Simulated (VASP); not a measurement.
Set up this calculation in VASP 6.6.1, as the native input.

```yaml
Task: single point
Functional: PBEsol
Potentials_or_basis: VASP PAW PBE potentials, release 64 (S)
Cutoff: 520 eV
k_mesh: 3 × 3 × 3
Occupations: gaussian, width 0.05 eV
Spin: no spin polarisation
Dipole_correction: no
Further_INCAR_settings: LREAL = Auto; ALGO = Fast; EDIFF = 1e-07; NBANDS = 86
```

The structure of S (a cell with a defect) lies in POSCAR:

```
S
1.0
    0.0000000000      6.0153880483     -5.8370511382
    5.2094788634     -3.0076940241     -5.8370511382
   -5.2094788634     -3.0076940241     -5.8370511382
S
23
Direct
    0.5591918787      0.4402715240      0.2029194996
    0.3074659144      0.1936150051      0.9520765517
    0.0556295420      0.9363393874      0.6968727695
    0.6802344286      0.4753750344      0.7962237112
    0.4468148202      0.2037653335      0.5570577549
    0.1990377371      0.9508725370      0.3031853275
    0.9421841400      0.7045522736      0.0494891061
    0.4557375443      0.7887438705      0.6992121537
    0.2097581129      0.5575775374      0.4451522934
    0.9559991682      0.2990533800      0.1941159143
    0.7089514563      0.0592180494      0.9359515500
    0.4205851274      0.5465449766      0.8110546225
    0.1993451187      0.3104321288      0.5474125116
    0.9500164584      0.0501082934      0.2945507438
    0.6954644241      0.8121988062      0.0445476460
    0.5880079880      0.7510535553      0.4738464017
    0.3110167355      0.5463896893      0.1967507290
    0.0578229267      0.2929589508      0.9453206259
    0.8085518929      0.0468110487      0.6883503634
    0.7532227615      0.5123901980      0.5472833269
    0.5483777279      0.1931002429      0.3093083248
    0.3022206429      0.9443208188      0.0545781087
    0.0398708510      0.6901832326      0.8012950185
```

The cell isn't the ideal one: S vacancy, atoms relaxed.

The input as run:

INCAR

```
SYSTEM = S
ALGO = Fast
EDIFF = 1E-7
ENCUT = 520
GGA = PS
ISIF = 2
ISMEAR = 0
LASPH = .True.
LCHARG = .False.
LREAL = Auto
LWAVE = .False.
NBANDS = 86
NELM = 100
PREC = Accurate
SIGMA = 0.05
```

KPOINTS

```
k-points
0
Gamma
  3 3 3
  0 0 0
```

Potentials or basis: VASP PAW PBE potentials, release 64 (S).

The run is started by

```console
$ cat potpaw_PBE.64/S/POTCAR > POTCAR
$ mpirun -np 1 vasp_std > vasp.out
```

Results of the run:

```
Pressure               : -0.3 GPa
Largest force          : 0.119 eV/Å
Band gap on the k mesh : 1.70 eV, indirect (least direct gap 1.76 eV)
```

Caveat: the PAW data sets were made with another functional, which shifts forces and pressure a little.

Run time: 10 min on 1 thread of Intel(R) Xeon(R) 6975P-C (Granite Rapids) (shared host), peak memory 0.76 GiB.
